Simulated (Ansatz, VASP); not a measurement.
**CdTe in VASP and in Ansatz**

```
Cd Te
1.0
     3.07322    3.07322    0.00000
    -3.07322    3.07322    0.00000
     0.00000    3.07322    3.07322
Cd Te
1 1
Direct
  0.00000 0.00000 0.00000
  0.75000 0.25000 0.50000
```

Alike in both runs: functional PBEsol; k mesh 6 × 6 × 6; no spin polarisation.

Ansatz relaxed the structure, and its values are those at the end. VASP's run is a single point on that final structure, the one shown.

|  | VASP | Ansatz |
| --- | --- | --- |
| version | VASP 6.6.1 | Ansatz 0.2.0 |
| potentials or method | VASP PAW PBE potentials, release 64 (Cd, Te) | PAW with Ansatz's default frozen-core files, scalar-relativistic |
| plane-wave cutoff (eV) | 520 | 420 |
| occupations | gaussian, width 0.01 eV | fixed |
| valence electrons in the cell | 18 | 36 |

```csv
,VASP,Ansatz,Ansatz less VASP
pressure (GPa),10.3,10.0,-0.31
```

The two sets of potentials don't hold the same shells in valence.

Caveats: the PAW data sets were made with another functional, which shifts forces and pressure a little (VASP).
